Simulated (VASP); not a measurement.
# PbO (F-43m) in VASP: notebook

Aim: see how the results for PbO move with the level of theory and the settings. Levels: HSE06, PBEsol. Tasks: single point.

Program: VASP 6.6.1. These are calculated values, not measurements. Logs are shortened: lines on timing, memory, paths and dates and some standing lists are left out, and cuts for length are marked.

## Step 1: The structure

The structure is cubic, space group F-43m (No. 216). The conventional cell has a = 5.598 Å, b = 5.598 Å, c = 5.598 Å, α = 90.00°, β = 90.00°, γ = 90.00°. Pb (site symmetry -43m) is surrounded by 4 O at 2.42 Å. O (site symmetry -43m) has 4 Pb at 2.42 Å as nearest neighbours.

The cell was built by a generator and needn't be a form met in nature.

## Step 2: Single point, HSE06

The input, POSCAR:

```
PbO
1.0
    0.0000000000      2.7987768025      2.7987768025
    2.7987768025      0.0000000000      2.7987768025
    2.7987768025      2.7987768025      0.0000000000
Pb O
1 1
Direct
    0.0000000000      0.0000000000      0.0000000000
    0.2500000000      0.2500000000      0.2500000000
```

The input, INCAR.step1:

```
  PREC = Accurate
  ENCUT = 520
  EDIFF = 1E-5
  ISMEAR = 0
  SIGMA = 0.01
  LREAL = F
  LASPH = T
  NELM = 100
  ALGO = Normal
  ISIF = 2
  LWAVE = T
  LCHARG = F
  GGA = PE
  NBANDS = 17
```

The input, INCAR.step2:

```
  PREC = Accurate
  ENCUT = 520
  EDIFF = 1E-6
  ISMEAR = 0
  SIGMA = 0.01
  LREAL = F
  LASPH = T
  NELM = 100
  ALGO = Normal
  ISIF = 2
  LWAVE = F
  LCHARG = F
  GGA = PE
  LHFCALC = T
  HFSCREEN = 0.2079
  PRECFOCK = Normal
  ISTART = 1
  NBANDS = 17
```

The input, KPOINTS:

```
Automatic mesh
0
Gamma
  4 4 4
```

Potentials or basis: VASP PAW PBE potentials, release 64 (Pb_d, O).

The run is started by

```
$ cat potpaw_PBE.64/Pb_d/POTCAR potpaw_PBE.64/O/POTCAR > POTCAR
$ cp INCAR.step1 INCAR
$ mpirun -np 1 vasp_std > vasp.out
$ cp INCAR.step2 INCAR
$ mpirun -np 1 vasp_std > vasp.out
```

OUTCAR:

```text
PREC = Accurate
   ENCUT = 520
   EDIFF = 1E-6
   ISMEAR = 0
   LREAL = F
   LASPH = T
   NELM = 100
   ISIF = 2
   GGA = PE
   LHFCALC = T
   HFSCREEN = 0.2079
   PRECFOCK = Normal
   ISTART = 1

 ion  position               nearest neighbor table
   1  0.000  0.000  0.000-   2 2.42   2 2.42   2 2.42   2 2.42
   2  0.250  0.250  0.250-   1 2.42   1 2.42   1 2.42   1 2.42

  LATTYP: Found a face centered cubic cell.
 ALAT       =     5.5975536050

  Lattice vectors:

 A1 = (   0.0000000000,   2.7987768025,   2.7987768025)
 A2 = (   2.7987768025,   0.0000000000,   2.7987768025)
 A3 = (   2.7987768025,   2.7987768025,   0.0000000000)

Analysis of symmetry for initial positions (statically):
=====================================================================
 Subroutine PRICEL returns:
 Original cell was already a primitive cell.

 Routine SETGRP: Setting up the symmetry group for a
 face centered cubic supercell.

 Subroutine GETGRP returns: Found 24 space group operations
 (whereof 24 operations were pure point group operations)
 out of a pool of 48 trial point group operations.

The static configuration has the point symmetry T_d .

Analysis of symmetry for dynamics (positions and initial velocities):
=====================================================================
 Subroutine PRICEL returns:
 Original cell was already a primitive cell.

 Routine SETGRP: Setting up the symmetry group for a
 face centered cubic supercell.

 Subroutine GETGRP returns: Found 24 space group operations
 (whereof 24 operations were pure point group operations)
 out of a pool of 48 trial point group operations.

The dynamic configuration has the point symmetry T_d .

 Subroutine INISYM returns: Found 24 space group operations
 (whereof 24 operations are pure point group operations),
 and found     1 'primitive' translations

----------------------------------------------------------------------------------------

                                     Primitive cell
[... 73 lines left out ...]
   NELM   =    100;   NELMIN=  2; NELMDL=  0     # of ELM steps
   EDIFF  = 0.1E-05   stopping-criterion for ELM
   LREAL  =      F    real-space projection
   EDIFFG = 0.1E-04   stopping-criterion for IOM
   NSW    =      0    number of steps for IOM
   IBRION =     -1    ionic relax: 0-MD 1-quasi-New 2-CG
   NFREE  =      0    steps in history (QN), initial steepest desc. (CG)
   ISIF   =      2    stress and relaxation
   ISYM   =      3    0-nonsym 1-usesym 2-fastsym
   POTIM  = 0.5000    time-step for ionic-motion
   TEBEG  =    0.0;   TEEND  =   0.0 temperature during run
   PSTRESS=    0.0 pullay stress
   NELECT =      20.0000    total number of electrons
   NUPDOWN=      -1.0000    fix difference up-down
   EMIN   =  10.00;   EMAX   =-10.00  energy-range for DOS
   EFERMI =   0.00;   METHOD = LEGACY
   ISMEAR =     0;   SIGMA  =   0.01  broadening in eV -4-tet -1-fermi 0-gaus
   EFERMI_NEDOS =   21; number of points for ismear=-14 and -15
   IALGO  =     38    algorithm
   IMIX   =      1    mixing-type and parameters
     AMIX     =   0.40;   BMIX     =  1.00
     AMIX_MAG =   1.60;   BMIX_MAG =  1.00
  volume/ion in A,a.u.               =      21.92       147.95
  Fermi-wavevector in a.u.,A,eV,Ry     =   1.260201  2.381435 21.607509  1.588107
  Thomas-Fermi vector in A             =   2.393723
   LORBIT       =      0    0 simple, 1 ext, 2 COOP (PROOUT), +10 PAW based schemes
   GGA     = PE    functional components
   LHFCALC =     T    Hartree Fock is set to
   PRECFOCK=normal    Normal, Fast or Accurate (Low or Medium for compatibility)
   ENCUT4O =  -1.0   cutoff for four orbital integrals eV
   NKREDX  =     1    reduce k-point grid by
   NKREDY  =     1    reduce k-point grid by
   NKREDZ  =     1    reduce k-point grid by
   AEXX    =    0.2500 exact exchange contribution
   HFSCREEN=    0.2079 screening length (either q_TF or 0.3 A-1)
   HFSCREENC=   0.2079 screening length for correlation (either q_TF or 0.3 A-1)
   ENCUTFOCK=  -1.0 apply spherical cutoff to Coloumb kernel
   IVDW    =     0    specifies the selected vdW correction
   LEPSILON=     F    determine dielectric tensor
   LRPA    =     F    only Hartree local field effects (RPA)
 non-spin polarized calculation
 Gauss-broadening in eV      SIGMA  =   0.01
  energy-cutoff  :      520.00
  volume of cell :       43.85
 maximum number of plane-waves:      1243
 NGX is ok and might be reduce to    30
  NGX = 24; NGY = 24; NGZ = 24

 number of electron      20.0000003 magnetization

 Free energy of the ion-electron system (eV)
  ---------------------------------------------------
  ext. energy  EPLUGINS =         0.00000000
  ---------------------------------------------------
  free energy    TOTEN  =       -12.63352038 eV

  energy without entropy =      -12.63352038  energy(sigma->0) =      -12.63352038

 E-fermi :   4.3757     XC(G=0):  -7.7184

 val. band max:        4.2391993605   @ k =  -0.2500   0.5000   0.2500
 cond. band min:       5.2817745552   @ k =   0.5000   0.5000   0.0000
 fundamental gap:      1.0425751947
 Fermi energy:         4.3756671597

 k-point     1 :       0.0000    0.0000    0.0000
  band No.  band energies     occupation
      1     -15.4691      2.00000
      2     -13.7526      2.00000
      3     -13.7526      2.00000
      4     -13.7526      2.00000
      5     -13.6363      2.00000
      6     -13.6363      2.00000
[... 137 lines left out ...]
      4     -13.6200      2.00000
      5     -13.6057      2.00000
      6     -12.8586      2.00000
[... 9 lines left out ...]
     16      18.8976      0.00000
     17      19.6204      0.00000

------------------------ aborting loop because EDIFF is reached ----------------------------------------

  FORCE on cell =-STRESS in cart. coord.  units (eV):
  Direction    XX          YY          ZZ          XY          YZ          ZX
  --------------------------------------------------------------------------------------
  -------------------------------------------------------------------------------------
  Total        0.1220856      0.1220856      0.1220856     -0.0000000      0.0000000     -0.0000000
  in kB        4.4610836      4.4610836      4.4610836     -0.0000000      0.0000000     -0.0000000
  external PRESSURE =       4.4610836 kB  Pullay stress =       0.0000000 kB

 VOLUME and BASIS-vectors are now :
 -----------------------------------------------------------------------------
  energy-cutoff  :      520.00
  volume of cell :       43.85
      direct lattice vectors                 reciprocal lattice vectors
     0.000000000  2.798776802  2.798776802    -0.178649473  0.178649473  0.178649473
     2.798776802  0.000000000  2.798776802     0.178649473 -0.178649473  0.178649473
     2.798776802  2.798776802  0.000000000     0.178649473  0.178649473 -0.178649473

 POSITION                                       TOTAL-FORCE (eV/Angst)
 -----------------------------------------------------------------------------------
      0.00000      0.00000      0.00000        -0.000000      0.000000      0.000000
      1.39939      1.39939      1.39939         0.000000     -0.000000     -0.000000
 -----------------------------------------------------------------------------------
    total drift:                                0.000006      0.000028      0.000014

  FREE ENERGIE OF THE ION-ELECTRON SYSTEM (eV)
  ---------------------------------------------------
  free  energy   TOTEN  =       -12.6335203808 eV

  energy  without entropy=      -12.6335203808  energy(sigma->0) =      -12.63352038
```

OUTCAR.step1:

```text
PREC = Accurate
   ENCUT = 520
   EDIFF = 1E-5
   ISMEAR = 0
   LREAL = F
   LASPH = T
[... 363 lines left out ...]
 -----------------------------------------------------------------------------------
      0.00000      0.00000      0.00000         0.000000     -0.000000     -0.000000
      1.39939      1.39939      1.39939        -0.000000      0.000000      0.000000
 -----------------------------------------------------------------------------------
    total drift:                                0.000000      0.000000      0.000000

  FREE ENERGIE OF THE ION-ELECTRON SYSTEM (eV)
  ---------------------------------------------------
  free  energy   TOTEN  =       -10.3429032810 eV

  energy  without entropy=      -10.3429032810  energy(sigma->0) =      -10.34290328
```

OSZICAR.step1:

```text
N       E                     dE             d eps       ncg     rms          rms(c)
DAV:   1     0.176824893413E+03    0.17682E+03   -0.10499E+04   272   0.135E+03
DAV:   2     0.538122245106E+00   -0.17629E+03   -0.16736E+03   312   0.339E+02
DAV:   3    -0.126088789100E+02   -0.13147E+02   -0.13090E+02   329   0.103E+02
DAV:   4    -0.128780881169E+02   -0.26921E+00   -0.26911E+00   333   0.165E+01
DAV:   5    -0.128869737775E+02   -0.88857E-02   -0.88855E-02   371   0.288E+00    0.910E+00
DAV:   6    -0.106823305858E+02    0.22046E+01   -0.16692E+01   413   0.303E+01    0.554E+00
DAV:   7    -0.103764515591E+02    0.30588E+00   -0.26213E+00   349   0.128E+01    0.154E+00
DAV:   8    -0.103746691769E+02    0.17824E-02   -0.56716E-01   338   0.648E+00    0.100E+00
DAV:   9    -0.103413226519E+02    0.33347E-01   -0.13764E-01   418   0.346E+00    0.208E-01
DAV:  10    -0.103429821705E+02   -0.16595E-02   -0.93342E-03   322   0.667E-01    0.110E-01
DAV:  11    -0.103429163851E+02    0.65785E-04   -0.53734E-04   334   0.167E-01    0.491E-02
DAV:  12    -0.103429033277E+02    0.13057E-04   -0.33523E-04   331   0.120E-01    0.190E-02
DAV:  13    -0.103429032810E+02    0.46711E-07   -0.85324E-05   330   0.791E-02
   1 F= -.10342903E+02 E0= -.10342903E+02  d E =-.654554E-72
```

Wall time 4.2 min (1 thread of Intel Xeon Platinum 8559C (Emerald Rapids), shared host); peak memory 0.27 GiB.

What came out:

```yaml
Free_energy: -12.6335 eV
Pressure: 0.4 GPa
Band_gap_on_the_k_mesh: 1.04 eV, indirect (least direct gap 1.25 eV)
```

Levels at points of the mesh, in eV from the valence-band top:
```csv
k point,band 7,band 8,band 9,band 10,band 11,band 12,band 13,band 14
"(0.00, 0.00, 0.00)",-7.24,-2.79,-2.79,-2.79,6.24,6.24,6.24,9.10
"(0.50, 0.00, 0.00)",-8.51,-3.29,-3.29,-2.33,3.14,6.45,6.45,9.66
"(0.50, 0.50, 0.00)",-8.49,-4.10,-4.10,-0.21,1.04,6.97,6.97,7.24
```

Caveat: the k mesh is coarse (spacing up to 0.49 Å⁻¹), so the values aren't converged, least of all with exact exchange; the PAW data sets were made with another functional, which shifts forces and pressure a little; spin-orbit coupling is left out, which as a rule narrows the gap of such compounds by several tenths of an eV. A k mesh can miss the band edges.

## Step 3: Single point, PBEsol

The input, INCAR:

```
PREC     = Accurate       # precision mode
ENCUT    = 520            # plane-wave cutoff, eV
EDIFF    = 1E-7           # SCF threshold, eV
ISMEAR   = 0              # smearing method
SIGMA    = 0.01           # smearing width, eV
LREAL    = F              # projectors in reciprocal space
LASPH    = T              # aspherical terms in the spheres
NELM     = 100            # most SCF steps
ALGO     = Normal         # electronic algorithm
ISIF     = 2              # what is computed and relaxed
LWAVE    = F              # write WAVECAR
LCHARG   = T              # write CHGCAR
GGA      = PS             # functional
LELF     = T              # ELF
LVHAR    = T            
NBANDS   = 17             # bands
```

The input, KPOINTS:

```
Automatic mesh
0
Gamma
  6 6 6
```

POSCAR is that of step 2.

Potentials or basis: VASP PAW PBE potentials, release 64 (Pb_d, O).

The run is started by

```
$ cat potpaw_PBE.64/Pb_d/POTCAR potpaw_PBE.64/O/POTCAR > POTCAR
$ mpirun -np 1 vasp_std > vasp.out
```

OUTCAR:

```text
PREC = Accurate
   ENCUT = 520
   EDIFF = 1E-7
   ISMEAR = 0
   LREAL = F
   LASPH = T
   NELM = 100
   ISIF = 2
   GGA = PS

 ion  position               nearest neighbor table
   1  0.000  0.000  0.000-   2 2.42   2 2.42   2 2.42   2 2.42
   2  0.250  0.250  0.250-   1 2.42   1 2.42   1 2.42   1 2.42

  LATTYP: Found a face centered cubic cell.
 ALAT       =     5.5975536050

  Lattice vectors:

 A1 = (   0.0000000000,   2.7987768025,   2.7987768025)
[... 497 lines left out ...]
------------------------ aborting loop because EDIFF is reached ----------------------------------------

  FORCE on cell =-STRESS in cart. coord.  units (eV):
  Direction    XX          YY          ZZ          XY          YZ          ZX
  --------------------------------------------------------------------------------------
  -------------------------------------------------------------------------------------
  Total       -0.2522043     -0.2522043     -0.2522043     -0.0000000      0.0000000     -0.0000000
  in kB       -9.2157000     -9.2157000     -9.2157000     -0.0000000      0.0000000     -0.0000000
  external PRESSURE =      -9.2157000 kB  Pullay stress =       0.0000000 kB

 VOLUME and BASIS-vectors are now :
 -----------------------------------------------------------------------------
  energy-cutoff  :      520.00
  volume of cell :       43.85
      direct lattice vectors                 reciprocal lattice vectors
     0.000000000  2.798776802  2.798776802    -0.178649473  0.178649473  0.178649473
     2.798776802  0.000000000  2.798776802     0.178649473 -0.178649473  0.178649473
     2.798776802  2.798776802  0.000000000     0.178649473  0.178649473 -0.178649473

 POSITION                                       TOTAL-FORCE (eV/Angst)
 -----------------------------------------------------------------------------------
      0.00000      0.00000      0.00000        -0.000000     -0.000000      0.000000
      1.39939      1.39939      1.39939         0.000000      0.000000      0.000000
 -----------------------------------------------------------------------------------
    total drift:                                0.000000      0.000000      0.000000

  FREE ENERGIE OF THE ION-ELECTRON SYSTEM (eV)
  ---------------------------------------------------
  free  energy   TOTEN  =       -10.9596313721 eV

  energy  without entropy=      -10.9596313721  energy(sigma->0) =      -10.95963137
```

stdout:

```text
POSCAR found type information on POSCAR PbO
 POSCAR found :  2 types and       2 ions
 scaLAPACK will be used
 -----------------------------------------------------------------------------
|                                                                             |
|                                                                             |
|     You enforced a specific xc type in the INCAR file but a different       |
|     I HOPE YOU KNOW WHAT YOU ARE DOING!                                     |
|                                                                             |
 -----------------------------------------------------------------------------

 LDA part: xc-table for (Slater+PW92), standard interpolation
 POSCAR, INCAR and KPOINTS ok, starting setup
 FFT: planning ... GRIDC
 FFT: planning ... GRID_SOFT
 FFT: planning ... GRID
 WAVECAR not read
 entering main loop
```

Wall time 12 s (1 thread of Intel Xeon Platinum 8559C (Emerald Rapids), shared host); peak memory 0.17 GiB.

Results:

| Item | Value |
| --- | --- |
| Free energy | -10.9596 eV |
| Pressure | -0.9 GPa |
| Band gap on the k mesh | 0.39 eV, indirect (least direct gap 0.54 eV) |

Levels at points of the mesh, in eV from the valence-band top:
```tsv
k point	band 7	band 8	band 9	band 10	band 11	band 12	band 13	band 14
(0.00, 0.00, 0.00)	-6.82	-2.25	-2.25	-2.25	5.27	5.27	5.27	8.04
(0.50, 0.00, 0.00)	-7.88	-2.73	-2.73	-2.22	2.41	5.47	5.47	8.65
(0.50, 0.50, 0.00)	-7.87	-3.52	-3.52	-0.14	0.39	5.88	5.88	6.26
```

Caveat: the PAW data sets were made with another functional, which shifts forces and pressure a little; spin-orbit coupling is left out, which as a rule narrows the gap of such compounds by several tenths of an eV. PBEsol gaps usually lie below the measured ones, often by a third to a half.
